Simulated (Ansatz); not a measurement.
WC:

```xyz
2
Lattice="0.0000 2.1927 2.1927 2.1927 0.0000 2.1927 2.1927 2.1927 0.0000" Properties=species:S:1:pos:R:3 pbc="T T T"
W     0.0000    0.0000    0.0000
C     2.1927    2.1927    2.1927
```

Measurements of this composition are mostly on another form, of space group No. 187.

| Property | Result |
| --- | --- |
| Program | Ansatz 0.2.0 |
| Task | single point |
| Functional | PBEsol |
| Potentials or basis | Ansatz PAW |
| Cutoff | 420 eV (not typed: the program's choice for these potentials) |
| k mesh | 10 × 10 × 10 |
| Occupations | fermi-dirac, width 0.05 eV |
| Spin | no spin polarisation |

On this cell: pressure -10.2 GPa; largest force zero by symmetry; band gap on the k mesh none (metal or under the smearing width).

The same run follows on a disturbed copy (atoms moved at random, drawn with an rms of 0.05 Å):

```
W C
1.0
     0.00000    2.19268    2.19268
     2.19268    0.00000    2.19268
     2.19268    2.19268    0.00000
W C
1 1
Direct
  0.98258 0.99518 0.00280
  0.51745 0.50594 0.48678
```

Question: What does the disturbed cell give?

Answer: The energy (extrapolated to zero smearing) moves by +19.3 meV/atom; pressure -8.3 GPa; largest force 0.708 eV/Å; band gap on the k mesh none (metal or under the smearing width).

Forces in eV/Å, atoms in the order of the input:
```
W   -0.076  0.278  0.647
C    0.076 -0.278 -0.647
```

Stress tensor (GPa, compression positive):
```
-10.31  -0.01   0.00
 -0.01  -9.49  -0.01
  0.00  -0.01  -5.14
```

Caveats: the PAW data sets come from PBE, with cores solved anew for the run's functional, which leaves a small shift of forces and pressure.
